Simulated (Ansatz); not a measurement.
## C: pressure against volume, fitted

```xyz
4
Lattice="1.2300 0.7101 11.1500 -1.2300 0.7101 11.1500 0.0000 -1.4203 11.1500" Properties=species:S:1:pos:R:3 pbc="T T T"
C     0.0000    0.0000    1.6725
C     0.0000    0.0000   31.7775
C     0.0000    0.0000    9.4663
C     0.0000    0.0000   23.9837
```

Atom numbers follow the list: C1, C2, C3, C4.

The cell is COD entry 1000065, as deposited and not checked against the literature; nothing was relaxed.

Theory: DFT, PBEsol, all-electron LAPW, scalar-relativistic (Ansatz 0.2.0).

Numerical set-up: a Γ-centred 15×15×15 k mesh, Fermi–Dirac smearing of 0.08 eV, basis error target 1 meV/atom, no spin polarisation.

The cell is scaled evenly. Fractional coordinates are held (clamped ions).

| V (Å³/atom) | P (GPa) |
| --- | --- |
| 13.732 | 11.47 |
| 14.024 | 7.23 |
| 14.317 | 3.37 |
| 14.463 | 1.56 |
| 14.609 | -0.16 |
| 14.755 | -1.81 |
| 14.901 | -3.38 |
| 15.193 | -6.32 |

(1) Fit a third-order Birch–Murnaghan curve to the pressures.

(2) Predict the pressure at the withheld volume, 15.485 Å³/atom.

## Answers

(1) P = (3B0/2)(y^(7/2) − y^(5/2))[1 + (3/4)(B0′ − 4)(y − 1)] with y = (V0/V)^(2/3) fits within 0.01 GPa for V0 = 14.595 Å³/atom, B0 = 169.0 GPa and B0′ = 3.56.

(2) There y = 0.9613, so the fit gives -9.01 GPa; the run gave -9.01 GPa.
